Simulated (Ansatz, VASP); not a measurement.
# Cross-check of SnSe2 between VASP and Ansatz

Wanted: the spread between two codes on one cell, functional and k mesh. The cell is taken from a series of runs on this material, whose earlier steps may have relaxed, scaled, displaced or heated it; both programs get it as it stands.

Program: Ansatz 0.2.0. Level of theory: plane waves, with VASP 6.6.1 beside it; PBE, spin-orbit coupling. Results are calculated unless marked as measured.

**1. Set-up**

The cell holds 9 atoms: 6 Se and 3 Sn. Cell: a = 3.840 Å, b = 3.840 Å, c = 53.500 Å, α = 90.0°, β = 90.0°, γ = 120.0°. It derives from SnSe2. Vacuum lies along c.

Coordinates:

```cif
data_structure
_symmetry_space_group_name_H-M 'P 1'
_symmetry_Int_Tables_number 1
_cell_length_a 3.8398
_cell_length_b 3.8398
_cell_length_c 53.5000
_cell_angle_alpha 90.000
_cell_angle_beta 90.000
_cell_angle_gamma 120.000
_cell_volume 683.12
loop_
_atom_site_label
_atom_site_type_symbol
_atom_site_fract_x
_atom_site_fract_y
_atom_site_fract_z
_atom_site_occupancy
Se1 Se 0.33333 0.66667 0.35820 1
Se2 Se 0.66667 0.33333 0.41777 1
Se3 Se 0.33333 0.66667 0.47025 1
Se4 Se 0.66667 0.33333 0.52975 1
Se5 Se 0.33333 0.66667 0.58223 1
Se6 Se 0.66667 0.33333 0.64180 1
Sn7 Sn 0.00000 0.00000 0.38799 1
Sn8 Sn 0.00000 0.00000 0.50000 1
Sn9 Sn 0.00000 0.00000 0.61201 1
```

**2. VASP: single point, PBE, spin-orbit coupling**

A single point takes one fixed geometry, so differences don't come from the geometry; what else differs is listed under the comparison.

Lines of VASP's logs that name or quote its potential files are left out, and so is its time.

Input file INCAR:

```
SYSTEM = SnSe2
PREC = Accurate
ENCUT = 400
EDIFF = 1E-06
NELM = 200
ISMEAR = -1
SIGMA = 0.02
LREAL = .FALSE.
ALGO = Normal
GGA = PE
LNONCOLLINEAR = .TRUE.
MAGMOM = 0 0 0 0 0 0 0 0 0 0 0 0 0 0 0 0 0 0 0 0 0 0 0 0 0 0 0
NBANDS = 96
GGA_COMPAT = .FALSE.
LASPH = .TRUE.
LSORBIT = .TRUE.
LORBIT = 11
LWAVE = .FALSE.
LCHARG = .FALSE.
ISIF = 2
LDIPOL = .TRUE.
IDIPOL = 3
DIPOL = 0.5 0.5 0.5
LVHAR = .TRUE.
EFERMI = MIDGAP
NELMDL = -8
KPAR = 2
```

Input file POSCAR:

```
SnSe2
1.0
    3.8397906219      0.0000000000      0.0000000000
   -1.9198953109      3.3253562237      0.0000000000
    0.0000000000      0.0000000000     53.5000000000
Se Sn
6 3
Direct
    0.3333333333      0.6666666667      0.3582045063
    0.6666666667      0.3333333333      0.4177714918
    0.3333333333      0.6666666667      0.4702486974
    0.6666666667      0.3333333333      0.5297513026
    0.3333333333      0.6666666667      0.5822285082
    0.6666666667      0.3333333333      0.6417954937
    0.0000000000      0.0000000000      0.3879861572
    0.0000000000      0.0000000000      0.5000000000
    0.0000000000      0.0000000000      0.6120138428
```

Input file KPOINTS:

```
Automatic mesh
0
Gamma
6 6 1
0 0 0
```

PAW data sets: Se and Sn_d (PBE family, release 64).

On the command line:

```sh
$ mpirun -np 2 vasp_ncl
```

Numbers of over 12 decimals in the logs are rounded to 6 here.

The program printed:

```text
[banner, memory and clock lines left out]
running    2 mpi-ranks, on    1 nodes
 distrk:  each k-point on    1 cores,    2 groups
 distr:  one band on    1 cores,    1 groups

 POSCAR found type information on POSCAR SeSn
 POSCAR found :  2 types and       9 ions
 LDA part: xc-table for (Slater+PW92), standard interpolation
|                                                                             |
|           W    W    AA    RRRRR   N    N  II  N    N   GGGG   !!!           |
|           W    W   A  A   R    R  NN   N  II  NN   N  G    G  !!!           |
|           W    W  A    A  R    R  N N  N  II  N N  N  G       !!!           |
|           W WW W  AAAAAA  RRRRR   N  N N  II  N  N N  G  GGG   !            |
|           WW  WW  A    A  R   R   N   NN  II  N   NN  G    G                |
|           W    W  A    A  R    R  N    N  II  N    N   GGGG   !!!           |
|                                                                             |
|     One of the lattice vectors is very long (>50 A), but AMIN is rather     |
|     large. This can spoil convergence since charge sloshing might occur     |
|     along the long lattice vector. If problems with convergence are         |
|     observed, try to decrease AMIN to a smaller value (e.g. 0.01).          |
|     Note: This warning only applies if the self-consistency cycle is        |
|     used.                                                                   |
|                                                                             |

 POSCAR, INCAR and KPOINTS ok, starting setup
 FFT: planning ... GRIDC
 FFT: planning ... GRID_SOFT
 FFT: planning ... GRID
 WAVECAR not read
 entering main loop
       N       E                     dE             d eps       ncg     rms          rms(c)
DAV:   1     0.645395857226E+03    0.64540E+03   -0.29114E+04  1584   0.115E+03
DAV:   2     0.528723317037E+02   -0.59252E+03   -0.58025E+03  1672   0.286E+02
DAV:   3    -0.320879789481E+02   -0.84960E+02   -0.83957E+02  1624   0.134E+02
DAV:   4    -0.363256058029E+02   -0.42376E+01   -0.42095E+01  1600   0.337E+01
DAV:   5    -0.364805049488E+02   -0.15490E+00   -0.15465E+00  1832   0.596E+00
DAV:   6    -0.364858745597E+02   -0.53696E-02   -0.53670E-02  1880   0.102E+00
DAV:   7    -0.364861059025E+02   -0.23134E-03   -0.23130E-03  2024   0.199E-01
DAV:   8    -0.364861117846E+02   -0.58821E-05   -0.58811E-05  1968   0.315E-02    0.853E+00
DAV:   9    -0.357550129619E+02    0.73110E+00   -0.14422E+00  1816   0.909E+00    0.549E+00
DAV:  10    -0.357157773259E+02    0.39236E-01   -0.63349E-01  1680   0.338E+00    0.179E+00
DAV:  11    -0.357145590436E+02    0.12183E-02   -0.34437E-02  1704   0.119E+00    0.647E-01
DAV:  12    -0.357116863411E+02    0.28727E-02   -0.17655E-02  1736   0.818E-01    0.236E-01
DAV:  13    -0.357121423895E+02   -0.45605E-03   -0.21862E-03  1608   0.282E-01    0.747E-02
DAV:  14    -0.357122099858E+02   -0.67596E-04   -0.26088E-04  1632   0.857E-02    0.334E-02
[...]
DAV:  20    -0.357124411935E+02   -0.15998E-04   -0.49447E-07  1048   0.268E-03    0.167E-03
DAV:  21    -0.357124760007E+02   -0.34807E-04   -0.17586E-06  1096   0.289E-03    0.674E-04
DAV:  22    -0.357124894436E+02   -0.13443E-04   -0.68357E-07  1072   0.163E-03    0.444E-04
DAV:  23    -0.357124944999E+02   -0.50563E-05   -0.49526E-08   976   0.746E-04    0.382E-04
DAV:  24    -0.357125004967E+02   -0.59968E-05   -0.81042E-08   968   0.778E-04    0.273E-04
DAV:  25    -0.357125026818E+02   -0.21851E-05   -0.24078E-08   936   0.506E-04    0.200E-04
DAV:  26    -0.357125043942E+02   -0.17124E-05   -0.22369E-08   920   0.441E-04    0.930E-05
DAV:  27    -0.357125049990E+02   -0.60475E-06   -0.12506E-08   912   0.324E-04
   1 F= -.35712505E+02 E0= -.35712505E+02  d E =-.275832E-07  mag=     0.0000    -0.0000    -0.0000
```

OUTCAR, selected parts (step 2):

```text
ion  position               nearest neighbor table
   1  0.333  0.667  0.358-   7 2.73   7 2.73   7 2.73
   2  0.667  0.333  0.418-   7 2.73   7 2.73   7 2.73
   3  0.333  0.667  0.470-   8 2.73   8 2.73   8 2.73
   4  0.667  0.333  0.530-   8 2.73   8 2.73   8 2.73
   5  0.333  0.667  0.582-   9 2.73   9 2.73   9 2.73
   6  0.667  0.333  0.642-   9 2.73   9 2.73   9 2.73
   7  0.000  0.000  0.388-   1 2.73   1 2.73   1 2.73   2 2.73   2 2.73   2 2.73
   8  0.000  0.000  0.500-   3 2.73   4 2.73   3 2.73   4 2.73   4 2.73   3 2.73
   9  0.000  0.000  0.612-   6 2.73   6 2.73   6 2.73   5 2.73   5 2.73   5 2.73

  LATTYP: Found a hexagonal cell.
 ALAT       =     3.8397906219
 C/A-ratio  =    13.9330513739

 Subroutine GETGRP returns: Found 12 space group operations
 (whereof 12 operations were pure point group operations)

The static configuration has the point symmetry D_3d.

 Found      7 irreducible k-points:

   k-points           NKPTS =      7   k-points in BZ     NKDIM =      7   number of bands    NBANDS=     96

   dimension x,y,z NGX =    28 NGY =   28 NGZ =  350
   dimension x,y,z NGXF=    56 NGYF=   56 NGZF=  700

   ENCUT  =  400.0 eV  29.40 Ry    5.42 a.u.   6.26  6.26 87.24*2*pi/ulx,y,z

   NELECT =      78.0000    total number of electrons

 k-points in reciprocal lattice and weights: Automatic mesh
   0.00000000  0.00000000  0.00000000       0.028
   0.16666667 -0.00000000  0.00000000       0.167
   0.33333333 -0.00000000  0.00000000       0.167
   0.50000000 -0.00000000  0.00000000       0.083
   0.16666667  0.16666667  0.00000000       0.167
   0.33333333  0.16666667  0.00000000       0.333
   0.33333333  0.33333333  0.00000000       0.056

 dipolmoment           0.000000      0.000000     -0.000000 electrons x Angstroem

 average (electrostatic) potential at core
       1 -59.9684       2 -60.0175       3 -60.0345       4 -60.0345       5 -60.0175
       6 -59.9684       7-109.3055       8-109.3088       9-109.3055

 E-fermi :  -2.1149

 k-point     1 :       0.0000    0.0000    0.0000
  band No.  band energies     occupation
    ...
     74      -2.6639      1.00000
     75      -2.5491      1.00000
     76      -2.5491      1.00000
     77      -2.4887      1.00000
     78      -2.4887      1.00000
     79      -1.3711      0.00000
     80      -1.3711      0.00000
     81      -0.7405      0.00000
     82      -0.7405      0.00000
     83      -0.1713      0.00000
    ...

 k-point     2 :       0.1667   -0.0000    0.0000
  band No.  band energies     occupation
    ...
     74      -2.6585      1.00000
     75      -2.5915      1.00000
     76      -2.5915      1.00000
     77      -2.4333      1.00000
     78      -2.4333      1.00000
     79      -0.5972      0.00000
     80      -0.5972      0.00000
     81      -0.3760      0.00000
     82      -0.3760      0.00000
     83      -0.1690      0.00000
    ...

 k-point     3 :       0.3333   -0.0000    0.0000
  band No.  band energies     occupation
    ...
     74      -2.9667      1.00000
     75      -2.7833      1.00000
     76      -2.7833      1.00000
     77      -2.6221      1.00000
     78      -2.6221      1.00000
     79      -1.5399      0.00000
     80      -1.5399      0.00000
     81      -1.2009      0.00000
     82      -1.2009      0.00000
     83      -0.9778      0.00000
    ...

  Total        3.1750174      3.1750174      2.6192832      0.0000000      0.0000000      0.0000000
  in kB        7.4465856      7.4465856      6.1431843      0.0000000      0.0000000      0.0000000
  external PRESSURE =       7.0121185 kB  Pullay stress =       0.0000000 kB

  energy-cutoff  :      400.00
  volume of cell :      683.12
      direct lattice vectors                 reciprocal lattice vectors
     3.839790622  0.000000000  0.000000000     0.260430867  0.150359831  0.000000000
    -1.919895311  3.325356224  0.000000000     0.000000000  0.300719662  0.000000000
     0.000000000  0.000000000 53.500000000     0.000000000  0.000000000  0.018691589

 POSITION                                       TOTAL-FORCE (eV/Angst)
 -----------------------------------------------------------------------------------
     -0.00000      2.21690     19.16394         0.000000     -0.000000     -0.119949
      1.91990      1.10845     22.35077         0.000000     -0.000000     -0.003534
     -0.00000      2.21690     25.15831        -0.000000      0.000000     -0.014459
      1.91990      1.10845     28.34169        -0.000000      0.000000      0.014459
     -0.00000      2.21690     31.14923        -0.000000      0.000000      0.003534
      1.91990      1.10845     34.33606        -0.000000      0.000000      0.119949
      0.00000      0.00000     20.75726         0.000000      0.000000     -0.066387
      0.00000      0.00000     26.75000         0.000000      0.000000     -0.000000
      0.00000      0.00000     32.74274         0.000000      0.000000      0.066387
 -----------------------------------------------------------------------------------
    total drift:                               -0.000000     -0.000000     -0.000000

  FREE ENERGIE OF THE ION-ELECTRON SYSTEM (eV)
  ---------------------------------------------------
  free  energy   TOTEN  =       -35.7125049990 eV

  energy  without entropy=      -35.7125049714  energy(sigma->0) =      -35.71250499

 vacuum level on the upper side and lower side of the slab         3.420         3.420

 Spin-Orbit-Coupling matrix elements
 Ion:    1  E_soc:     -0.0465066
 Ion:    2  E_soc:     -0.0465184
 Ion:    3  E_soc:     -0.0464171
 Ion:    4  E_soc:     -0.0464171
 Ion:    5  E_soc:     -0.0465184
 Ion:    6  E_soc:     -0.0465066
 Ion:    7  E_soc:     -0.0898612
 Ion:    8  E_soc:     -0.0901018
 Ion:    9  E_soc:     -0.0898612

 total charge
# of ion       s       p       d       tot
------------------------------------------
    1        1.483   2.306   0.024   3.813
    2        1.487   2.300   0.028   3.815
    3        1.487   2.300   0.028   3.815
    4        1.487   2.300   0.028   3.815
    5        1.487   2.300   0.028   3.815
    6        1.483   2.306   0.024   3.813
    7        1.063   1.004  10.091  12.158
    8        1.067   1.006  10.091  12.164
    9        1.063   1.004  10.091  12.158
--------------------------------------------------
tot         12.107  16.826  30.432  59.366

 magnetization (x)
# of ion       s       p       d       tot
------------------------------------------
    1       -0.000  -0.000   0.000  -0.000
    2        0.000  -0.000  -0.000  -0.000
    3        0.000   0.000   0.000   0.000
    4        0.000  -0.000   0.000  -0.000
    5        0.000  -0.000   0.000  -0.000
    6        0.000   0.000   0.000   0.000
    7        0.000  -0.000   0.000  -0.000
    8        0.000   0.000  -0.000  -0.000
    9        0.000  -0.000   0.000  -0.000
--------------------------------------------------
tot         -0.000  -0.000   0.000  -0.000

 magnetization (y)
# of ion       s       p       d       tot
------------------------------------------
    1        0.000   0.000  -0.000  -0.000
    2       -0.000   0.000   0.000   0.000
    3        0.000   0.000  -0.000   0.000
    4        0.000   0.000  -0.000   0.000
    5       -0.000   0.000   0.000   0.000
    6        0.000   0.000   0.000   0.000
    7        0.000   0.000   0.000   0.000
    8        0.000   0.000   0.000   0.000
    9        0.000   0.000   0.000   0.000
--------------------------------------------------
tot         -0.000   0.000   0.000   0.000

 magnetization (z)
# of ion       s       p       d       tot
------------------------------------------
    1        0.000   0.000   0.000   0.000
    2        0.000   0.000   0.000   0.000
    3        0.000   0.000   0.000   0.000
    4        0.000   0.000   0.000   0.000
    5        0.000   0.000   0.000   0.000
    6        0.000   0.000   0.000   0.000
    7        0.000   0.000   0.000   0.000
    8        0.000  -0.000   0.000   0.000
    9        0.000   0.000   0.000   0.000
--------------------------------------------------
tot          0.000  -0.000   0.000   0.000

[... 3 further parts left out ...]
```

(Continued in part 2 of 2.)

[Lines on the potential files, build, host, timing and source positions are cut from VASP's logs without a mark.]

[Logs are printed without paths, hosts, clocks, repeated set-up lines and the standing remarks that a program may print on its own settings, such as how far it seeks lower states.]

[Hosts, paths, dates, database ids (printed as entryN), source tags and the programs' standing remarks are cut or masked in the printed files.]
